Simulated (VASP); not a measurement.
# Ta (Pm-3m) in VASP: further runs, part 2 of 2

VASP 6.6.1.

## Step 3: Single point, PBEsol

This run uses another cell than the first one, of 18.26 Å³/atom, 0.920 times its volume.

Input file INCAR:

```
SYSTEM = Ta
ALGO     = Normal         ! electronic algorithm
EDIFF    = 1E-7           ! SCF threshold, eV
ENCUT    = 520            ! plane-wave cutoff, eV
GGA      = PS             ! functional
ISIF     = 2              ! what is computed and relaxed
ISMEAR   = -1             ! smearing method
LASPH    = .True.         ! aspherical terms in the spheres
LCHARG   = .False.        ! write CHGCAR
LREAL    = .False.        ! projectors in reciprocal space
LWAVE    = .False.        ! write WAVECAR
NBANDS   = 12             ! bands
NELM     = 80             ! most SCF steps
PREC     = Accurate       ! precision mode
SIGMA    = 0.1            ! smearing width, eV
```

Input file KPOINTS:

```
k-points
0
Gamma
  13 13 13
  0 0 0
```

Input file POSCAR:

```
Ta
1.0
    2.6334185700      0.0000000000      0.0000000000
    0.0000000000      2.6334185700      0.0000000000
    0.0000000000      0.0000000000      2.6334185700
Ta
1
Direct
    0.0000000000      0.0000000000      0.0000000000
```

Potentials or basis: VASP PAW PBE potentials, release 64 (Ta_pv).

Launch:

```
> cat potpaw_PBE.64/Ta_pv/POTCAR > POTCAR
> mpirun -np 1 vasp_std > vasp.out
```

OUTCAR:

```text
SYSTEM = Ta
   EDIFF = 1E-7
   ENCUT = 520
   GGA = PS
   ISIF = 2
   ISMEAR = -1
   LASPH = .True.
   LREAL = .False.
   NELM = 80
   PREC = Accurate

 ion  position               nearest neighbor table
   1  0.000  0.000  0.000-

  LATTYP: Found a simple cubic cell.
 ALAT       =     2.6334185700

  Lattice vectors:

 A1 = (   2.6334185700,   0.0000000000,   0.0000000000)
 A2 = (   0.0000000000,   2.6334185700,   0.0000000000)
 A3 = (   0.0000000000,   0.0000000000,   2.6334185700)

Analysis of symmetry for initial positions (statically):
=====================================================================
 Subroutine PRICEL returns:
 Original cell was already a primitive cell.

 Routine SETGRP: Setting up the symmetry group for a
 simple cubic supercell.

 Subroutine GETGRP returns: Found 48 space group operations
 (whereof 48 operations were pure point group operations)
 out of a pool of 48 trial point group operations.

The static configuration has the point symmetry O_h .

Analysis of symmetry for dynamics (positions and initial velocities):
[... 168 lines left out ...]
      2     -27.7526      2.00000
      3     -27.7526      2.00000
      4      -2.4708      2.00000
      5       2.1719      2.00000
      6       2.1719      2.00000
      7      12.2866      0.00000
      8      12.2866      0.00000
      9      12.2866      0.00000
     10      19.8842      0.00000
     11      20.9625      0.00000
     12      20.9625      0.00000
[... 331 lines left out ...]
 k-point    24 :       0.3846    0.3077    0.0000
  band No.  band energies     occupation
      1     -29.0953      2.00000
      2     -28.7449      2.00000
      3     -27.5118      2.00000
      4       1.7048      2.00000
      5       3.0846      2.00000
      6       7.5168      0.00000
      7       8.8131      0.00000
      8       9.1504      0.00000
      9       9.7081      0.00000
     10      16.6379      0.00000
     11      19.7819      0.00000
     12      20.2794      0.00000

 [... further k-points ...]

------------------------ aborting loop because EDIFF is reached ----------------------------------------

  FORCE on cell =-STRESS in cart. coord.  units (eV):
  Direction    XX          YY          ZZ          XY          YZ          ZX
  --------------------------------------------------------------------------------------
  -------------------------------------------------------------------------------------
  Total        1.7575449      1.7575449      1.7575449     -0.0000000     -0.0000000      0.0000000
  in kB      154.1904017    154.1904017    154.1904017     -0.0000000     -0.0000000      0.0000000
  external PRESSURE =     154.1904017 kB  Pullay stress =       0.0000000 kB

 VOLUME and BASIS-vectors are now :
 -----------------------------------------------------------------------------
  energy-cutoff  :      520.00
  volume of cell :       18.26
      direct lattice vectors                 reciprocal lattice vectors
     2.633418570  0.000000000  0.000000000     0.379734544  0.000000000  0.000000000
     0.000000000  2.633418570  0.000000000     0.000000000  0.379734544  0.000000000
     0.000000000  0.000000000  2.633418570     0.000000000  0.000000000  0.379734544

 POSITION                                       TOTAL-FORCE (eV/Angst)
 -----------------------------------------------------------------------------------
      0.00000      0.00000      0.00000         0.000000      0.000000      0.000000
 -----------------------------------------------------------------------------------
    total drift:                                0.000000      0.000000      0.000000

  FREE ENERGIE OF THE ION-ELECTRON SYSTEM (eV)
  ---------------------------------------------------
  free  energy   TOTEN  =       -11.3446256125 eV

  energy  without entropy=      -11.3184986753  energy(sigma->0) =      -11.33156214
```

stdout:

```text
POSCAR found type information on POSCAR Ta
 POSCAR found :  1 types and       1 ions
 scaLAPACK will be used
 -----------------------------------------------------------------------------
|                                                                             |
|                                                                             |
|     You enforced a specific xc type in the INCAR file but a different       |
|     I HOPE YOU KNOW WHAT YOU ARE DOING!                                     |
|                                                                             |
 -----------------------------------------------------------------------------

 LDA part: xc-table for (Slater+PW92), standard interpolation
 POSCAR, INCAR and KPOINTS ok, starting setup
 FFT: planning ... GRIDC
 FFT: planning ... GRID_SOFT
 FFT: planning ... GRID
 WAVECAR not read
 entering main loop
```

It used 9.9 s of CPU time on 1 thread of Intel(R) Xeon(R) Platinum 8488C (Sapphire Rapids), with other jobs on the host, which was overloaded at the time.

What came out:

| Property | Result |
| --- | --- |
| Free energy | -11.3446 eV |
| Pressure | 15.4 GPa |
| Band gap on the k mesh | none (metal or under the smearing width) |

Caveat: so large a pressure means that the cell lies far from this level's equilibrium, or that cutoff or potentials fall short; the potentials were made for another functional, which shifts forces and pressure. Spin-orbit coupling is left out, which matters for the levels of Ta.

## Step 4: Single point, PBEsol

This run uses another cell than the first one, of 19.06 Å³/atom, 0.960 times its volume.

Input file INCAR:

```
PREC = Accurate
ENCUT = 520
EDIFF = 1E-6
ISMEAR = -1
SIGMA = 0.1
LREAL = F
LASPH = T
NELM = 80
ALGO = Normal
ISIF = 2
LWAVE = F
LCHARG = F
GGA = PS
NBANDS = 12
```

Input file KPOINTS:

```
regular mesh
0
Gamma
  13 13 13
```

Input file POSCAR:

```
Ta
1.0
    2.6710439187      0.0000000000      0.0000000000
    0.0000000000      2.6710439187      0.0000000000
    0.0000000000      0.0000000000      2.6710439187
Ta
1
Direct
    0.0000000000      0.0000000000      0.0000000000
```

Launch:

```
> cat potpaw_PBE.64/Ta_pv/POTCAR > POTCAR
> mpirun -np 1 vasp_std > vasp.out
```

It used 7.9 s of CPU time on 1 thread of Intel(R) Xeon(R) Platinum 8488C (Sapphire Rapids) (shared host), which was overloaded at the time.

Results (log left out):

```
Free energy            : -11.3996 eV
Pressure               : 7.0 GPa
Band gap on the k mesh : none (metal or under the smearing width)
```

Levels at points of the mesh, in eV from the Fermi level:
| k point | band 4 | band 5 | band 6 | band 7 | band 8 | band 9 |
| --- | --- | --- | --- | --- | --- | --- |
| (0.00, 0.00, 0.00) | -7.57 | -2.90 | -2.90 | 6.70 | 6.70 | 6.70 |

Caveat: the PAW data sets were made with another functional, which shifts forces and pressure a little. The run has no spin-orbit coupling, so splittings on Ta are missing.

## Step 5: Single point, PBEsol

This run uses another cell than the first one, of 21.44 Å³/atom, 1.080 times its volume.

Input file INCAR:

```
PREC = Accurate
ENCUT = 520
EDIFF = 1E-6
ISMEAR = -1
SIGMA = 0.1
LREAL = F
LASPH = T
NELM = 60
ALGO = Fast
ISIF = 2
LWAVE = F
LCHARG = T
GGA = PS
LELF = T
LVHAR = T
NBANDS = 12
```

Input file KPOINTS:

```
Automatic mesh
0
Gamma
  13 13 13
```

Input file POSCAR:

```
Ta
1.0
    2.7779976229      0.0000000000      0.0000000000
    0.0000000000      2.7779976229      0.0000000000
    0.0000000000      0.0000000000      2.7779976229
Ta
1
Direct
    0.0000000000      0.0000000000      0.0000000000
```

Launch:

```
> cat potpaw_PBE.64/Ta_pv/POTCAR > POTCAR
> mpirun -np 1 vasp_std > vasp.out
```

Wall time 21 s (1 thread of Intel Xeon Platinum 8488C (Sapphire Rapids), shared host); peak memory 0.14 GiB.

Results (log left out):

```yaml
Free_energy: -11.3633 eV
Pressure: -10.2 GPa
Band_gap_on_the_k_mesh: none (metal or under the smearing width)
```

Levels at points of the mesh, in eV from the Fermi level:
| k point | band 2 | band 3 | band 4 | band 5 | band 6 | band 7 | band 8 | band 9 | band 10 | band 11 |
| --- | --- | --- | --- | --- | --- | --- | --- | --- | --- | --- |
| (0.00, 0.00, 0.00) | -33.52 | -33.52 | -7.13 | -2.47 | -2.47 | 5.81 | 5.81 | 5.81 | 14.09 | 14.09 |

Caveat: the PAW data sets were made with another functional, which shifts forces and pressure a little.

## Step 6: Overview

| cell | k mesh | gap on the mesh (eV) | pressure (GPa) |
| --- | --- | --- | --- |
| Pm-3m, 19.85 Å³/atom | 19 × 19 × 19 | none | 0.6 |
| Pm-3m, 18.26 Å³/atom | 13 × 13 × 13 | none | 15.4 |
| Pm-3m, 19.06 Å³/atom | 13 × 13 × 13 | none | 7.0 |
| Pm-3m, 21.44 Å³/atom | 13 × 13 × 13 | none | -10.2 |

Alike in all rows: task single point; level PBEsol; potentials or basis VASP PAW PBE potentials, release 64 (Ta_pv); no spin polarisation; cutoff (eV) 520; smearing fermi-dirac 0.1 eV.

Every run on the cell as given and a fine mesh finds a metal.

Caveats: the PAW data sets were made with another functional, which shifts forces and pressure a little (some runs); so large a pressure means that the cell lies far from this level's equilibrium, or that cutoff or potentials fall short (some runs); the potentials were made for another functional, which shifts forces and pressure (some runs).

Total energies depend on the potentials used, so only differences within one code and one set of settings carry meaning.
